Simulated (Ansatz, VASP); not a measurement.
## One calculation of Zn, two programs

File INCAR:

```
SYSTEM = Zn
ALGO = Normal
EDIFF = 1E-8
ENCUT = 520
GGA = PE
ISIF = 2
ISMEAR = -1
LASPH = .True.
LCHARG = .False.
LEFG = .True.
LREAL = .False.
LWAVE = .False.
NBANDS = 12
NELM = 100
PREC = Accurate
SIGMA = 0.05
```

Contents of KPOINTS:

```
k-points
0
Gamma
  17 17 17
  0 0 0
```

File POSCAR:

```
Zn
1.0
   -1.5819036366      1.5819036366      1.5819036366
    1.5819036366     -1.5819036366      1.5819036366
    1.5819036366      1.5819036366     -1.5819036366
Zn
1
Direct
    0.0000000000      0.0000000000      0.0000000000
```

Input for Ansatz:

```yaml
crystal:
  lattice:
    - [-1.5819036366, 1.5819036366, 1.5819036366]
    - [1.5819036366, -1.5819036366, 1.5819036366]
    - [1.5819036366, 1.5819036366, -1.5819036366]
  atoms:
    - { symbol: Zn, position: [0.0, 0.0, 0.0] }
kpoints:
  mp_grid: { grid: [17, 17, 17] }
scf:
  occupations: { method: fermi_dirac, width: 0.05 }
hamiltonian:
  xc: pbe
  pseudopotentials: { kind: paw }
output:
  forces: true
  stress: true
  eigenvalues: true
  efg: { contact_densities: true }
  write_density: true
  write_potential: true
  elf: true
  volumetric_format: npy
```

Change from the starting cell: volume scaled by 1.03, PAW files.

Alike in both runs: task electric field gradients; functional PBE; k mesh 17 × 17 × 17; occupations fermi-dirac, width 0.05 eV; no spin polarisation.

|  | VASP | Ansatz |
| --- | --- | --- |
| version | VASP 6.6.1 | Ansatz 0.2.0 |
| potentials or method | VASP PAW PBE potentials, release 64 (Zn) | PAW with Ansatz's default frozen-core files, scalar-relativistic |
| plane-wave cutoff (eV) | 520 | 420 |
| valence electrons in the cell | 12 | 12 |

|  | VASP | Ansatz | Ansatz less VASP |
| --- | --- | --- | --- |
| pressure (GPa) | -1.6 | -1.8 | -0.25 |
| Vzz of the field gradient on the site that differs most (V/Å²) | 0.0 | 0.0 | 0.00 |

The functional is the same, so the differences come from potentials, cutoffs and numerics.
